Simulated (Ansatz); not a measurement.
# Cr (fcc)

Level of theory: DFT, PBE with spin–orbit coupling, two-component spinors; plane waves to 420 eV with PAW datasets (Ansatz 0.2.0), 20×20×20 k-mesh, Gaussian smearing of 0.05 eV. The datasets are Ansatz's generated set soft_2.

```
Cr
1.0
     0.00000    1.81078    1.81078
     1.81078    0.00000    1.81078
     1.81078    1.81078    0.00000
Cr
1
Cartesian
  0.0000 0.0000 0.0000
```

At room temperature and ambient pressure Cr is bcc.

Magnetic state: non-magnetic, site spin moments none.

Which orbitals carry the states at the Fermi level, and how many states are there?

Within 0.1 eV of it: Cr 3d 96 % (shares among the projected shells). The density of states at the Fermi level is about 2 states/eV per cell, averaged over 0.3 eV.

Density of states (tetrahedra, averaged over 0.5 eV; states/eV per cell of 1 atom; energy in eV from the Fermi level; projections on Löwdin-orthogonalised atomic orbitals, summed over sites):

```
    E  total  Cr 3d  Cr 4s
-6.60   0.07   0.00   0.06
-6.10   0.09   0.00   0.08
-5.60   0.12   0.01   0.10
-5.10   0.16   0.03   0.12
-4.60   0.21   0.06   0.14
-4.10   0.50   0.31   0.18
-3.60   0.98   0.79   0.17
-3.10   1.25   1.13   0.10
-2.60   1.36   1.29   0.04
-2.10   1.25   1.21   0.02
-1.60   1.16   1.09   0.04
-1.10   1.53   1.40   0.09
-0.60   1.81   1.65   0.10
-0.10   1.93   1.80   0.08
 0.40   1.26   1.17   0.05
 0.90   1.59   1.53   0.05
 1.40   1.45   1.39   0.04
 1.90   1.45   1.39   0.05
 2.40   2.31   2.24   0.06
 2.90   0.82   0.71   0.10
 3.40   0.34   0.18   0.12
 3.90   0.33   0.13   0.14
```

The starting moments died out; a magnetic state reached from other starts isn't excluded.
